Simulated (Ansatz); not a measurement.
**NbP: strain energy, fitted**

NbP, I4_1md, a = 3.320 Å, c = 11.290 Å. The structure is a Materials Project entry; whether it is the stable form wasn't checked. Ansatz: PBEsol, PAW, 420 eV, Γ-centred 10×10×4 mesh on 8 atoms, Gaussian smearing 0.10 eV; no spin polarisation. Series: uniaxial strain along a, with b, c and atoms relaxed; x is the strain in per cent. y is the free energy over the unstrained cell, V0 = 15.558 Å³/atom.

| x (%) | y (meV/atom) |
| --- | --- |
| -2.0 | 4.65 |
| -1.0 | 1.10 |
| 0.0 | 0.00 |
| 1.0 | ? |
| 2.0 | 4.58 |

Question: Fit y = c2 x² + c3 x³ to the other rows, turn c2 into a modulus, and predict the missing energy.

Answer: Least squares on the rows shown. y = 1.152 x² − 0.003938 x³. In eV per unit strain² c2 is 11.52; this is Young's modulus along the axis (E = ½ Y V0 ε²): 2 × 11.52 × 160.2 / (15.558) = 237 GPa. At x = 1.0 the fit asked for gives 1.15 meV/atom. The run gave 1.17 meV/atom, so the fit is 0.02 meV/atom too low, within the rms miss on the fitted rows (0.03 meV/atom).

2 further runs of this set didn't finish or converge.